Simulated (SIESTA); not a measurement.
Crystal: Sn.

```xyz
2
Lattice="-2.9401 2.9401 1.5993 2.9401 -2.9401 1.5993 2.9401 2.9401 -1.5993" Properties=species:S:1:pos:R:3 pbc="T T T"
Sn    0.0000    0.0000    0.0000
Sn    0.0000    2.9401    0.7997
```

Base run:

| Property | Result |
| --- | --- |
| Program | SIESTA 5.4.2 |
| Functional | PBEsol |
| Potentials or basis | PseudoDojo 0.4 standard (PBEsol files) |
| Basis | DZP (energy shift 0.003 Ry; two zetas on semicore shells) |
| Grid cutoff | 500 Ry |
| Energy shift | 0.003 Ry |
| k mesh | 9 × 9 × 9 |
| Occupations | fermi-dirac, width 0.05 eV |
| Spin | no spin polarisation |

Its results: band gap on the k mesh none (metal or under the smearing width); pressure -0.6 GPa.

Question: The run is repeated on the same cell with these changes: functional from PBEsol to PBE; potentials or basis from PseudoDojo 0.4 standard (PBEsol files) to PseudoDojo 0.4 standard (PBE files). What comes out?

Answer: Band gap on the k mesh none (metal or under the smearing width); pressure 2.2 GPa.

Caveats: the basis of atomic orbitals isn't converged, which shifts pressures, moduli and gaps.

Not every run made on this cell is shown here.
